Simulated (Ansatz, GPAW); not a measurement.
Given: the input of a run of Ansatz 0.2.0 on KBr. 

The input input.yaml:

```yaml
crystal:
  lattice:
    - [0.0, 3.3, 3.3]
    - [3.3, 0.0, 3.3]
    - [3.3, 3.3, 0.0]
  atoms:
    - { symbol: Br, position: [0.5, 0.5, 0.5] }
    - { symbol: K, position: [0.0, 0.0, 0.0] }
kpoints:
  mp_grid: { grid: [7, 7, 7] }
scf:
  occupations: { method: gaussian, width: 0.025 }
hamiltonian:
  xc: pbe
  pseudopotentials: { kind: all_electron, lapw: { basis_error: 0.001 } }
output:
  forces: true
  stress: true
  eigenvalues: true
```

Potentials or basis: all-electron LAPW, scalar-relativistic.

Launch:

```console
$ ansatz run input.yaml --threads 1 --pin off --max-ram 3072MiB --backend cpu --events-out ev --progress --plain --runs-dir out
```

Question: Translate it to GPAW 26.7.0 (ASE script). Potentials or basis there: GPAW PAW data sets (gpaw-data 1.2.1), cutoff 600 eV.

Answer: As run (cutoffs and basis follow the program's own potentials, and thresholds, step limits or extra output files can differ):

File run.py:

```python
from ase.dft.bandgap import bandgap
from ase.io import read, write
from ase.units import Bohr, GPa
from gpaw import GPAW, PW
from gpaw.elf import elf_from_dft_calculation

atoms = read('KBr.xyz')

calc = GPAW(mode=PW(600),
            xc='PBE',
            kpts={'size': (7, 7, 7), 'gamma': True},
            occupations={'name': 'methfessel-paxton', 'order': 0, 'width': 0.025},
            nbands=16,
            convergence={'density': 1e-05, 'energy': 1e-05},
            maxiter=150,
            txt='gpaw.txt')
atoms.calc = calc
energy = atoms.get_potential_energy()
forces = atoms.get_forces()
stress = atoms.get_stress()
calc.write('gs.gpw')
write('result.traj', atoms)
print(f'Energy: {energy:.6f} eV')
print('Forces (eV/A):')
print(forces.round(4))
print('Stress (GPa):', (stress / GPa).round(3))
print('Fermi level:', round(calc.get_fermi_level(), 4), 'eV')
print(f'Gap: {bandgap(calc)[0]:.4f} eV, direct: {bandgap(calc, direct=True)[0]:.4f} eV')

# fields on the real-space grid
write('density.cube', atoms, data=calc.get_pseudo_density() * Bohr**3)
write('potential.cube', atoms, data=calc.get_electrostatic_potential())
write('elf.cube', atoms, data=elf_from_dft_calculation(calc).data)
```

KBr.xyz

```xyz
2
Lattice="0.0000000000 3.3000000000 3.3000000000 3.3000000000 0.0000000000 3.3000000000 3.3000000000 3.3000000000 0.0000000000" Properties=species:S:1:pos:R:3 pbc="T T T"
Br     3.3000000000      3.3000000000      3.3000000000
K      0.0000000000      0.0000000000      0.0000000000
```

Potentials or basis: GPAW PAW data sets (gpaw-data 1.2.1), pw.

Run with:

```bash
$ OMP_NUM_THREADS=1 python run.py
```

Both were run:

|  | Ansatz | GPAW |
| --- | --- | --- |
| Pressure | 0.7 GPa | 0.7 GPa |

Where Ansatz's input types no cutoff or centring, it takes its own default and a Γ-centred mesh.

Pressure is positive in compression.
